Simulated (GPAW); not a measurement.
Set up this calculation in GPAW 26.7.0, as an ASE script.

```
Task                : single point
Functional          : PBE
Potentials or basis : GPAW PAW data sets (gpaw-data 1.2.1)
Cutoff              : 800 eV
Basis               : pw
k mesh              : 5 × 5 × 5
Occupations         : fermi-dirac, width 0.05 eV
Spin                : no spin polarisation
Maxiter             : 75
```

The structure of BaTiO3 lies in POSCAR:

```
BaTiO3
1.0
    3.9998000000      0.0000000000      0.0000000000
    0.0000000000      3.9998000000      0.0000000000
    0.0000000000      0.0000000000      4.0180000000
Ba Ti O
1 1 3
Direct
    0.0000000000      0.0000000000      0.0000000000
    0.5000000000      0.5000000000      0.4900000000
    0.0000000000      0.5000000000      0.5170000000
    0.5000000000      0.0000000000      0.5170000000
    0.5000000000      0.5000000000      0.0190000000
```

One way to write it, as run:

run.py

```python
from ase.dft.bandgap import bandgap
from ase.io import read, write
from ase.units import GPa
from gpaw import GPAW, PW

atoms = read('POSCAR')

calc = GPAW(mode=PW(800),
            xc='PBE',
            kpts={'size': (5, 5, 5), 'gamma': True},
            occupations={'name': 'fermi-dirac', 'width': 0.05},
            nbands=36,
            convergence={'density': 1e-05, 'energy': 1e-05},
            maxiter=75,
            txt='gpaw.txt')
atoms.calc = calc
energy = atoms.get_potential_energy()
forces = atoms.get_forces()
stress = atoms.get_stress()
calc.write('gs.gpw')
write('result.traj', atoms)
print(f'Energy: {energy:.6f} eV')
print('Forces (eV/A):')
print(forces.round(4))
print('Stress (GPa):', (stress / GPa).round(3))
print('Fermi level:', round(calc.get_fermi_level(), 4), 'eV')
print(f'Gap: {bandgap(calc)[0]:.4f} eV, direct: {bandgap(calc, direct=True)[0]:.4f} eV')
```

Potentials or basis: GPAW PAW data sets (gpaw-data 1.2.1), pw.

Command:

```bash
$ OMP_NUM_THREADS=1 python run.py
```

Results of the run:

```json
{
  "Pressure": "3.8 GPa",
  "Largest force": "0.256 eV/Å",
  "Band gap on the k mesh": "1.97 eV, indirect (least direct gap 2.09 eV)"
}
```

Caveat: spin-orbit coupling is left out, which moves the levels of the heavy elements; an odd mesh through Γ misses points on the zone boundary, where band edges often lie.

It took 49 s on 1 thread of Arm Neoverse V1 (shared host), peak memory 0.22 GiB.
